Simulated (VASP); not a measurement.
Runs of VASP 6.6.1 on HfB. It takes space group Fm-3m (No. 225, cubic). Conventional cell: a = 4.620 Å, b = 4.620 Å, c = 4.620 Å, α = 90.00°, β = 90.00°, γ = 90.00°. Around Hf (site symmetry m-3m) lie 6 B at 2.31 Å. B (site symmetry m-3m) has 6 Hf at 2.31 Å as nearest neighbours. 

| task | level | potentials or basis | spin | cell | k mesh | cutoff (eV) | smearing | other keys | mesh quality | gap on the mesh (eV) | pressure (GPa) |
| --- | --- | --- | --- | --- | --- | --- | --- | --- | --- | --- | --- |
| single point | PBE | VASP PAW PBE potentials, release 64 (Hf_sv_GW, B_GW) | off | as given | 5 × 5 × 5 | 500 | gaussian 0.02 eV | - | coarse | none | 31.6 |
| relaxation of cell and atoms | BLYP+D3 | VASP PAW PBE potentials, release 64 (Hf_pv, B) | off | relaxed | 10 × 10 × 10 | 600 | fermi-dirac 0.05 eV | - | not flagged | none | -0.1 |
| single point | PBE | VASP PAW PBE potentials, release 64 (Hf_sv_GW, B_GW) | off | as given | 6 × 6 × 6 | 500 | gaussian 0.02 eV | - | coarse | none | 30.6 |
| atomic charges | SCAN | VASP PAW PBE potentials, release 64 (Hf_pv, B_s) | SOC, no magnetisation | as given | 7 × 7 × 7 | 400 | tetrahedron | LREAL = Auto | not flagged | - | 25.1 |
| optical spectrum | PBEsol | VASP PAW PBE potentials, release 64 (Hf_pv, B) | off | as given | 10 × 10 × 10 | 520 | gaussian 0.02 eV | - | not flagged | none | (a) |

Problem. Fill in the values left out.

Solution. (a) 24.0.

Caveats: some runs use coarse meshes; a pressure of tens of GPa on the cell as given is suspect, and the run, the potentials or the cell itself is likely at fault (some runs); so large a pressure means that the cell lies far from this level's equilibrium, or that cutoff or potentials fall short (some runs); the potentials were made for another functional, which shifts forces and pressure (some runs); the PAW data sets were made with another functional, which shifts forces and pressure a little (some runs); pairwise dispersion overbinds metals, which lowers pressure and volume (some runs); spectra need much finer meshes, so this one isn't converged (some runs); independent-particle spectra lack excitons (some runs).

A k mesh can miss the band edges, and rows without SOC leave out spin-orbit coupling on Hf.

A gap of «none» marks a metal or a gap under the smearing width.

The runs don't all hold the same shells in valence.
